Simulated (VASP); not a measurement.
Set up this calculation in VASP 6.6.1, as the native input.

```
Task                   : relaxation of cell and atoms
Functional             : AM05
Potentials or basis    : VASP PAW PBE potentials, release 64 (Si)
Cutoff                 : 600 eV
k mesh                 : 8 × 8 × 10
Occupations            : fermi-dirac, width 0.05 eV
Spin                   : no spin polarisation
Further INCAR settings : ALGO = Fast; EDIFF = 1e-07; IBRION = 2; EDIFFG = -0.005; NSW = 60; ISIF = 3
```

The structure of Si lies in POSCAR:

```
Si
1.0
    4.1209500000      0.0000000000      0.0000000000
   -2.0604700000      3.5688500000      0.0000000000
    0.0000000000      0.0000000000      2.6547900000
Si
2
Direct
    0.3333300000      0.6666700000      0.5000000000
    0.6666700000      0.3333300000      0.5000000000
```

The cell was built by a generator and needn't be a form met in nature.

The input as run:

INCAR

```
SYSTEM = Si
PREC = Accurate
ENCUT = 600
EDIFF = 1E-7
ISMEAR = -1
SIGMA = 0.05
LREAL = .FALSE.
LASPH = .TRUE.
NELM = 100
ALGO = Fast
ISIF = 3
LWAVE = .FALSE.
LCHARG = .FALSE.
GGA = AM
IBRION = 2
NSW = 60
EDIFFG = -0.005
```

KPOINTS

```
regular mesh
0
G
  8 8 10
  0 0 0
```

Potentials or basis: VASP PAW PBE potentials, release 64 (Si).

Command:

```console
$ cat potpaw_PBE.64/Si/POTCAR > POTCAR
$ mpirun -np 1 vasp_std > vasp.out
```

Results of the run:

```
Relaxed volume                         : 19.03 Å³/atom
Relaxed cell                           : a = 4.095 Å, b = 4.095 Å, c = 2.620 Å, α = 90.00°, β = 90.00°, γ = 120.00°
Space group after relaxing (to 0.05 Å) : P6/mmm (No. 191)
Energy gained by relaxing              : 3.8 meV/atom
Ionic steps                            : 7
Pressure after relaxing                : 0.0 GPa
Band gap on the k mesh                 : none (metal or under the smearing width)
```

Caveat: the PAW data sets were made with another functional, which shifts forces and pressure a little.

Run time: 2.9 min on 1 thread of Intel(R) Xeon(R) Platinum 8259CL CPU @ 2.50GHz (Skylake/Cascade Lake) (shared host), peak memory 0.2 GiB.
